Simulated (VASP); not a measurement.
# Ca (Im-3m) in VASP: density of states with PBE

Aim: the density of states of Ca with PBE.

Program: VASP 6.6.1. These are calculated values, not measurements. Logs are shortened: lines on timing, memory, paths and dates and some standing lists are left out, and cuts for length are marked.

## 1. The structure

It takes space group Im-3m (No. 229, cubic). The conventional cell has a = 4.386 Å, b = 4.386 Å, c = 4.386 Å, α = 90.00°, β = 90.00°, γ = 90.00°. Around Ca (site symmetry m-3m) lie 8 Ca at 3.80 Å.

The cell was built by a generator and needn't be a form met in nature.

## 2. Density of states, PBE

Input file POSCAR:

```
Ca
1.0
   -2.1929382176      2.1929382176      2.1929382176
    2.1929382176     -2.1929382176      2.1929382176
    2.1929382176      2.1929382176     -2.1929382176
Ca
1
Direct
    0.0000000000      0.0000000000      0.0000000000
```

Input file INCAR.step1:

```
SYSTEM = Ca
PREC = Accurate ; ENCUT = 520
EDIFF = 1E-6 ; ISMEAR = 0
SIGMA = 0.05 ; LREAL = .FALSE.
LASPH = .TRUE. ; NELM = 80
ALGO = Normal ; ISIF = 2
LWAVE = .FALSE. ; LCHARG = .TRUE.
GGA = PE ; NBANDS = 11
```

Input file KPOINTS.step1:

```
Automatic mesh
0
G
  14 14 14
  0 0 0
```

Input file INCAR.step2:

```
SYSTEM = Ca
PREC = Accurate ; ENCUT = 520
EDIFF = 1E-6 ; ISMEAR = -5
SIGMA = 0.05 ; LREAL = .FALSE.
LASPH = .TRUE. ; NELM = 80
ALGO = Normal ; ISIF = 2
LWAVE = .FALSE. ; LCHARG = .FALSE.
GGA = PE ; LORBIT = 11
NEDOS = 2001 ; ICHARG = 11
```

Input file KPOINTS.step2:

```
Automatic mesh
0
G
  21 21 21
  0 0 0
```

Potentials or basis: VASP PAW PBE potentials, release 64 (Ca_sv).

Started as:

```bash
> cat potpaw_PBE.64/Ca_sv/POTCAR > POTCAR
> cp INCAR.step1 INCAR
> cp KPOINTS.step1 KPOINTS
> mpirun -np 1 vasp_std > vasp.out
> cp INCAR.step2 INCAR
> cp KPOINTS.step2 KPOINTS
> mpirun -np 1 vasp_std > vasp.out
```

OUTCAR:

```text
SYSTEM = Ca
   PREC = Accurate
   ENCUT = 520
   EDIFF = 1E-6
   ISMEAR = -5
   LREAL = .FALSE.
   LASPH = .TRUE.
   NELM = 80
   ISIF = 2
   GGA = PE
   LORBIT = 11
   ICHARG = 11

 ion  position               nearest neighbor table
   1  0.000  0.000  0.000-

  LATTYP: Found a body centered cubic cell.
 ALAT       =     4.3858764352

  Lattice vectors:

 A1 = (  -2.1929382176,   2.1929382176,   2.1929382176)
 A2 = (   2.1929382176,  -2.1929382176,   2.1929382176)
 A3 = (   2.1929382176,   2.1929382176,  -2.1929382176)

Analysis of symmetry for initial positions (statically):
=====================================================================
 Subroutine PRICEL returns:
 Original cell was already a primitive cell.

 Routine SETGRP: Setting up the symmetry group for a
 body centered cubic supercell.

 Subroutine GETGRP returns: Found 48 space group operations
 (whereof 48 operations were pure point group operations)
 out of a pool of 48 trial point group operations.

The static configuration has the point symmetry O_h .

Analysis of symmetry for dynamics (positions and initial velocities):
=====================================================================
 Subroutine PRICEL returns:
 Original cell was already a primitive cell.

 Routine SETGRP: Setting up the symmetry group for a
 body centered cubic supercell.

 Subroutine GETGRP returns: Found 48 space group operations
 (whereof 48 operations were pure point group operations)
 out of a pool of 48 trial point group operations.

The dynamic configuration has the point symmetry O_h .

 Subroutine INISYM returns: Found 48 space group operations
 (whereof 48 operations are pure point group operations),
 and found     1 'primitive' translations

----------------------------------------------------------------------------------------

                                     Primitive cell

  volume of cell :      42.1832

  direct lattice vectors                    reciprocal lattice vectors
    -2.192938218  2.192938218  2.192938218     0.000000000  0.228004599  0.228004599
     2.192938218 -2.192938218  2.192938218     0.228004599  0.000000000  0.228004599
     2.192938218  2.192938218 -2.192938218     0.228004599  0.228004599  0.000000000

  length of vectors
     3.798280411  3.798280411  3.798280411     0.322447197  0.322447197  0.322447197

  position of ions in fractional coordinates (direct lattice)
     0.000000000  0.000000000  0.000000000

  ion indices of the primitive-cell ions
   primitive index   ion index
                 1           1

----------------------------------------------------------------------------------------

 KPOINTS: Automatic mesh

Automatic generation of k-mesh.
 Grid dimensions read from file:
 generate k-points for:   21   21   21

 Generating k-lattice:

  Cartesian coordinates                     Fractional coordinates (reciprocal lattice)
     0.000000000  0.010857362  0.010857362     0.047619048  0.000000000  0.000000000
     0.010857362  0.000000000  0.010857362     0.000000000  0.047619048  0.000000000
     0.010857362  0.010857362  0.000000000     0.000000000  0.000000000  0.047619048

  Length of vectors
     0.015354628  0.015354628  0.015354628

  Shift w.r.t. Gamma in fractional coordinates (k-lattice)
     0.000000000  0.000000000  0.000000000

 TETIRR: Found  10986 inequivalent tetrahedra from    55566

 Subroutine IBZKPT returns following result:
 ===========================================

 Found    286 irreducible k-points:

 Following reciprocal coordinates:
            Coordinates               Weight
  0.000000  0.000000  0.000000      1.000000
  0.047619  0.000000  0.000000     12.000000
  0.095238  0.000000  0.000000     12.000000
  0.142857  0.000000  0.000000     12.000000
  0.190476  0.000000  0.000000     12.000000
  0.238095  0.000000  0.000000     12.000000
[... 16 lines left out ...]
  0.142857  0.095238 -0.000000     48.000000
  0.190476  0.095238  0.000000     48.000000
 [... further k-points ...]
   k-points           NKPTS =    286   k-points in BZ     NKDIM =    286   number of bands    NBANDS=      9
   number of dos      NEDOS =   2001   number of ions     NIONS =      1
   total plane-waves  NPLWV =  21952
   dimension x,y,z NGX =    28 NGY =   28 NGZ =   28
   dimension x,y,z NGXF=    56 NGYF=   56 NGZF=   56
   ions per type =               1
   NGX,Y,Z   is equivalent  to a cutoff of  12.26, 12.26, 12.26 a.u.
   NGXF,Y,Z  is equivalent  to a cutoff of  24.51, 24.51, 24.51 a.u.
 SYSTEM =  Ca
   PREC   = accura    normal or accurate (medium, high low for compatibility)
   ISTART =      0    job   : 0-new  1-cont  2-samecut
   ICHARG =     11    charge: 1-file 2-atom 10-const
   ISPIN  =      1    spin polarized calculation?
   LNONCOLLINEAR =      F non collinear calculations
   LSORBIT =      F    spin-orbit coupling
   LASPH  =      T    aspherical Exc in radial PAW
   ENCUT  =  520.0 eV  38.22 Ry    6.18 a.u.   7.06  7.06  7.06*2*pi/ulx,y,z
   NELM   =     80;   NELMIN=  2; NELMDL=  0     # of ELM steps
   EDIFF  = 0.1E-05   stopping-criterion for ELM
   LREAL  =      F    real-space projection
   EDIFFG = 0.1E-04   stopping-criterion for IOM
   NSW    =      0    number of steps for IOM
   IBRION =     -1    ionic relax: 0-MD 1-quasi-New 2-CG
   NFREE  =      0    steps in history (QN), initial steepest desc. (CG)
   ISIF   =      2    stress and relaxation
   ISYM   =      2    0-nonsym 1-usesym 2-fastsym
   POTIM  = 0.5000    time-step for ionic-motion
   TEBEG  =    0.0;   TEEND  =   0.0 temperature during run
   PSTRESS=    0.0 pullay stress
   NELECT =      10.0000    total number of electrons
   NUPDOWN=      -1.0000    fix difference up-down
   EMIN   =  10.00;   EMAX   =-10.00  energy-range for DOS
   EFERMI =   0.00;   METHOD = LEGACY
   ISMEAR =    -5;   SIGMA  =   0.05  broadening in eV -4-tet -1-fermi 0-gaus
   EFERMI_NEDOS =   21; number of points for ismear=-14 and -15
   IALGO  =     38    algorithm
   IMIX   =      4    mixing-type and parameters
     AMIX     =   0.40;   BMIX     =  1.00
     AMIX_MAG =   1.60;   BMIX_MAG =  1.00
  volume/ion in A,a.u.               =      42.18       284.67
  Fermi-wavevector in a.u.,A,eV,Ry     =   1.013200  1.914670 13.967386  1.026574
  Thomas-Fermi vector in A             =   2.146354
   LORBIT       =     11    0 simple, 1 ext, 2 COOP (PROOUT), +10 PAW based schemes
   GGA     = PE    functional components
   LHFCALC =     F    Hartree Fock is set to
   AEXX    =    0.0000 exact exchange contribution
   IVDW    =     0    specifies the selected vdW correction
   LEPSILON=     F    determine dielectric tensor
   LRPA    =     F    only Hartree local field effects (RPA)
 non-spin polarized calculation
 Fermi weights with tetrahedron method with Bloechl corrections
  energy-cutoff  :      520.00
  volume of cell :       42.18
 maximum number of plane-waves:      1157

 number of electron      10.0000002 magnetization

 Free energy of the ion-electron system (eV)
  ---------------------------------------------------
  ext. energy  EPLUGINS =         0.00000000
  ---------------------------------------------------
  free energy    TOTEN  =        -1.91190577 eV

  energy without entropy =       -1.91190577  energy(sigma->0) =       -1.91190577

 E-fermi :   2.0405     XC(G=0):  -7.7362

 val. band max:        2.0576422250   @ k =   0.2857   0.2857   0.0952
 cond. band min:       1.9876315880   @ k =  -0.4762  -0.4762   0.1905
 fundamental gap:     -0.0700106370
 Fermi energy:         2.0404983861

 k-point     1 :       0.0000    0.0000    0.0000
  band No.  band energies     occupation
      1     -40.0503      2.00000
      2     -20.9656      2.00000
      3     -20.9656      2.00000
      4     -20.9656      2.00000
      5      -2.0603      2.00000
      6       4.3053      0.00000
      7       4.3053      0.00000
      8       4.3053      0.00000
      9       5.3597      0.00000

 k-point     2 :       0.0476    0.0000    0.0000
  band No.  band energies     occupation
      1     -40.0499      2.00000
      2     -20.9688      2.00000
      3     -20.9667      2.00000
      4     -20.9656      2.00000
      5      -2.0191      2.00000
      6       4.2791      0.00000
      7       4.2910      0.00000
      8       4.3364      0.00000
      9       5.3270      0.00000

 k-point     3 :       0.0952    0.0000    0.0000
  band No.  band energies     occupation
      1     -40.0490      2.00000
      2     -20.9780      2.00000
      3     -20.9697      2.00000
      4     -20.9656      2.00000
      5      -1.8964      2.00000
      6       4.2045      0.00000
      7       4.2367      0.00000
      8       4.4289      0.00000
      9       5.2615      0.00000

 k-point     4 :       0.1429    0.0000    0.0000
  band No.  band energies     occupation
      1     -40.0475      2.00000
      2     -20.9925      2.00000
      3     -20.9745      2.00000
      4     -20.9656      2.00000
      5      -1.6950      2.00000
      6       4.0924      0.00000
      7       4.1147      0.00000
      8       4.5804      0.00000
      9       5.1741      0.00000
[... 205 lines left out ...]
 k-point    22 :       0.0952    0.0952    0.0000
  band No.  band energies     occupation
      1     -40.0466      2.00000
      2     -21.0007      2.00000
      3     -20.9742      2.00000
      4     -20.9686      2.00000
      5      -1.5758      2.00000
      6       4.0306      0.00000
      7       4.0375      0.00000
      8       4.6761      0.00000
      9       5.1251      0.00000

 k-point    23 :       0.1429    0.0952   -0.0000
  band No.  band energies     occupation
      1     -40.0448      2.00000
      2     -21.0174      2.00000
      3     -20.9799      2.00000
      4     -20.9695      2.00000
      5      -1.3032      2.00000
      6       3.8398      0.00000
      7       3.9009      0.00000
      8       4.8801      0.00000
      9       5.0675      0.00000

 k-point    24 :       0.1905    0.0952    0.0000
  band No.  band energies     occupation
      1     -40.0427      2.00000
      2     -21.0358      2.00000
      3     -20.9873      2.00000
      4     -20.9698      2.00000
      5      -0.9642      2.00000
      6       3.5893      0.00000
      7       3.7566      0.00000
      8       5.0732      0.00000
      9       5.1423      0.00000

 [... further k-points ...]
[... 5 lines left out ...]
  --------------------------------------------------------------------------------------
  -------------------------------------------------------------------------------------
  Total        0.0196206      0.0196206      0.0196206      0.0000000      0.0000000     -0.0000000
  in kB        0.7452194      0.7452194      0.7452194      0.0000000      0.0000000     -0.0000000
  external PRESSURE =       0.7452194 kB  Pullay stress =       0.0000000 kB

 VOLUME and BASIS-vectors are now :
 -----------------------------------------------------------------------------
  energy-cutoff  :      520.00
  volume of cell :       42.18
      direct lattice vectors                 reciprocal lattice vectors
    -2.192938218  2.192938218  2.192938218     0.000000000  0.228004599  0.228004599
     2.192938218 -2.192938218  2.192938218     0.228004599  0.000000000  0.228004599
     2.192938218  2.192938218 -2.192938218     0.228004599  0.228004599  0.000000000

 POSITION                                       TOTAL-FORCE (eV/Angst)
 -----------------------------------------------------------------------------------
      0.00000      0.00000      0.00000         0.000000      0.000000      0.000000
 -----------------------------------------------------------------------------------
    total drift:                               -0.000000     -0.000000     -0.000000

  FREE ENERGIE OF THE ION-ELECTRON SYSTEM (eV)
  ---------------------------------------------------
  free  energy   TOTEN  =        -1.9119057678 eV

  energy  without entropy=       -1.9119057678  energy(sigma->0) =       -1.91190577

 total charge

# of ion       s       p       d       tot
------------------------------------------
    1        2.085   5.831   0.164   8.080
```

It took 72 s on 1 thread of Intel Xeon Platinum 8375C at 2.90GHz (Ice Lake), shared host; peak memory 0.24 GiB.

Results:

- Valence electrons inside the program's atomic spheres: Ca 8.08

Levels at points of the mesh, in eV from the Fermi level:
| k point | band 2 | band 3 | band 4 | band 5 | band 6 | band 7 | band 8 | band 9 |
| --- | --- | --- | --- | --- | --- | --- | --- | --- |
| (0.00, 0.00, 0.00) | -23.01 | -23.01 | -23.01 | -4.10 | 2.26 | 2.26 | 2.26 | 3.32 |

States per cell in windows of 1 eV (zero at the Fermi level; states under -8 eV left out):
```csv
from (eV),total,Ca1_d,Ca1_p,Ca1_s
-8.0,0.00,0.00,0.00,0.00
-7.0,0.00,0.00,0.00,0.00
-6.0,0.00,0.00,0.00,0.00
-5.0,0.01,0.00,0.00,0.00
-4.0,0.18,0.00,0.00,0.02
-3.0,0.36,0.01,0.01,0.03
-2.0,0.60,0.03,0.02,0.04
-1.0,0.92,0.13,0.03,0.03
0.0,1.70,0.46,0.05,0.01
1.0,1.94,0.92,0.02,0.01
2.0,1.44,0.83,0.01,0.01
3.0,2.95,2.03,0.02,0.02
4.0,0.00,0.00,0.00,0.00
5.0,0.00,0.00,0.00,0.00
```

Caveat: tetrahedron occupations give inexact forces and stress in metals.
